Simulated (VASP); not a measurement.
## SnTe in VASP 6.6.1, single-point calculation

INCAR

```
ISMEAR = -1
LASPH = .TRUE.
NELM = 52
ISIF = 2
EDIFF = 1E-7
ALGO = Conjugate
LCHARG = .FALSE.
LREAL = .FALSE.
ENCUT = 520
NSW = 0
SIGMA = 0.02
IBRION = -1
GGA = PE
NELECT = 21
LWAVE = .FALSE.
PREC = Accurate
NBANDS = 17
```

KPOINTS

```
KPOINTS created by Atomic Simulation Environment
0
Gamma
8 8 8
0 0 0
```

POSCAR

```
Sn Te
 1.0000000000000000
     0.0000000000000000    3.2531169524000001    3.1842697424000002
     3.2531169524000001    0.0000000000000000    3.1842697424000002
     3.2531169524000001    3.2531169524000001    0.0000000000000000
 Sn  Te
   1   1
Cartesian
  0.0000000000000000  0.0000000000000000  0.0000000000000000
  3.2531169524000010  3.2531169524000010  3.1842697424000010
```

The recommended PBE PAW datasets give the neutral cell 20 valence electrons.

Command

```
mpirun -np 1 vasp_std
```

OSZICAR

```
N       E                     dE             d eps       ncg     rms           ort
DAV:   1     0.139138385038E+03    0.13914E+03   -0.98245E+03  1003   0.159E+03
DAV:   2     0.112624960832E+02   -0.12788E+03   -0.12488E+03  1003   0.332E+02
DAV:   3    -0.454896652182E+00   -0.11717E+02   -0.11589E+02  1003   0.916E+01
DAV:   4    -0.785729748961E+00   -0.33083E+00   -0.33034E+00  1003   0.160E+01
DAV:   5    -0.799428145287E+00   -0.13698E-01   -0.13698E-01  1003   0.318E+00
SDA:   6    -0.768901094737E+00    0.30527E-01   -0.13698E-01  1003   0.267E+00   0.000E+00
CGA:   7    -0.843842170281E+00   -0.74941E-01   -0.74866E-01  1003   0.196E-01   0.910E-03
CGA:   8    -0.851648057563E+00   -0.78059E-02   -0.78041E-02  1003   0.632E-02   0.695E-05
CGA:   9    -0.853328324393E+00   -0.16803E-02   -0.16768E-02  1003   0.258E-02   0.944E-04
CGA:  10    -0.853981191385E+00   -0.65287E-03   -0.65339E-03  1003   0.492E-03  -0.275E-04
CGA:  11    -0.854142810406E+00   -0.16162E-03   -0.16110E-03  1003   0.887E-04   0.523E-05
CGA:  12    -0.854167040320E+00   -0.24230E-04   -0.24008E-04  1003   0.260E-04   0.871E-05
CGA:  13    -0.854176709073E+00   -0.96688E-05   -0.98088E-05  1003   0.865E-05  -0.142E-05
CGA:  14    -0.854178471043E+00   -0.17620E-05   -0.18099E-05  1003   0.212E-05   0.143E-05
SDA:  15    -0.854178957184E+00   -0.48614E-06   -0.51695E-06  1003   0.737E-06   0.711E-06
SDA:  16    -0.854179199743E+00   -0.24256E-06   -0.43663E-06  1003   0.195E-05  -0.558E-06
CGA:  17    -0.854179359238E+00   -0.15949E-06   -0.23329E-06  1003   0.195E-06   0.455E-06
 trl  18    -0.854179355943E+00    0.32951E-08   -0.11479E-07  1003   0.241E-06   0.135E-06
SDA:  19    -0.854179346296E+00    0.12941E-07   -0.11479E-07  1003   0.882E-07   0.817E-07
   1 F= -.85417935E+00 E0= -.85257382E+00  d E =-.321104E-02
```

From OUTCAR

```
k-points           NKPTS =     59   k-points in BZ     NKDIM =     59   number of bands    NBANDS=     17

   NELECT =      21.0000    total number of electrons

   dimension x,y,z NGX =    36 NGY =   36 NGZ =   36
   dimension x,y,z NGXF=    72 NGYF=   72 NGZF=   72

  energy-cutoff  :      520.00
  volume of cell :       67.40
      direct lattice vectors                 reciprocal lattice vectors
     0.000000000  3.253116952  3.184269742    -0.153698747  0.153698747  0.157021873
     3.253116952  0.000000000  3.184269742     0.153698747 -0.153698747  0.157021873
     3.253116952  3.253116952  0.000000000     0.153698747  0.153698747 -0.157021873

 k-points in reciprocal lattice and weights: KPOINTS created by Atomic Simulation Env
   0.00000000  0.00000000  0.00000000       0.002
   0.12500000 -0.00000000  0.00000000       0.016
   0.25000000 -0.00000000  0.00000000       0.016
   0.37500000  0.00000000  0.00000000       0.016
   0.50000000 -0.00000000  0.00000000       0.008
   0.12500000  0.12500000  0.00000000       0.004
   0.25000000  0.12500000  0.00000000       0.016
   0.37500000  0.12500000  0.00000000       0.016
   ...

 E-fermi :   6.8390

 k-point     1 :       0.0000    0.0000    0.0000
  band No.  band energies     occupation
      1     -15.3672      2.00000
      2     -15.3597      2.00000
      3     -15.3597      2.00000
      4     -15.3463      2.00000
      5     -15.3443      2.00000
      6      -6.4622      2.00000
      7       1.1293      2.00000
      8       3.7359      2.00000
      9       3.9711      2.00000
     10       3.9711      2.00000
     11       8.9889      0.00000
     12       8.9889      0.00000
     13       9.4656      0.00000
     14      10.4978      0.00000
     15      10.4978      0.00000
     16      10.6503      0.00000
     17      12.4981      0.00000

 k-point     2 :       0.1250   -0.0000    0.0000
  band No.  band energies     occupation
      1     -15.3677      2.00000
      2     -15.3593      2.00000
      3     -15.3591      2.00000
      4     -15.3466      2.00000
      5     -15.3439      2.00000
      6      -6.3469      2.00000
      7       0.5536      2.00000
      8       3.8325      2.00000
      9       3.9759      2.00000
     10       4.2965      2.00000
     11       8.3520      0.00000
     12       8.3946      0.00000
     13       8.7904      0.00000
     14      10.4576      0.00000
     15      10.8203      0.00000
     16      10.9005      0.00000
     17      13.4617      0.00000

 k-point     3 :       0.2500   -0.0000    0.0000
  band No.  band energies     occupation
      1     -15.3690      2.00000
      2     -15.3583      2.00000
      3     -15.3579      2.00000
      4     -15.3469      2.00000
      5     -15.3427      2.00000
      6      -6.0271      2.00000
      7      -0.5411      2.00000
      8       3.9399      2.00000
      9       4.0088      2.00000
     10       4.8835      2.00000
     11       7.3226      0.00000
     12       7.4223      0.00000
     13       7.7040      0.00000
     14      10.8209      0.00000
     15      11.7010      0.00000
     16      11.7227      0.00000
     17      15.2232      0.00000

 ...

  Total       10.8252174     10.8252174     11.1284522      0.0000000      0.0000000     -0.0000000
  in kB      257.3404219    257.3404219    264.5490139      0.0000000      0.0000000     -0.0000000
  external PRESSURE =     259.7432859 kB  Pullay stress =       0.0000000 kB

 POSITION                                       TOTAL-FORCE (eV/Angst)
 -----------------------------------------------------------------------------------
      0.00000      0.00000      0.00000         0.000000      0.000000      0.000000
      3.25312      3.25312      3.18427        -0.000000     -0.000000      0.000000
 -----------------------------------------------------------------------------------
    total drift:                               -0.000000      0.000000      0.000000

  FREE ENERGIE OF THE ION-ELECTRON SYSTEM (eV)
  ---------------------------------------------------
  free  energy   TOTEN  =        -0.8541793463 eV

  energy  without entropy=       -0.8509683020  energy(sigma->0) =       -0.85257382
```

It converged. Results: pressure 26.0 GPa.

The cell is charged and sits in a uniform background.

For comparison, a separate PBE run of the intended cell, on usual settings and not on those above, gives a gap of 0.09 eV on its mesh and a pressure of -0.8 GPa.

The run above took about 89 s on one core of a shared host (Intel Xeon Platinum 8488C) and held 0.3 GiB at most.
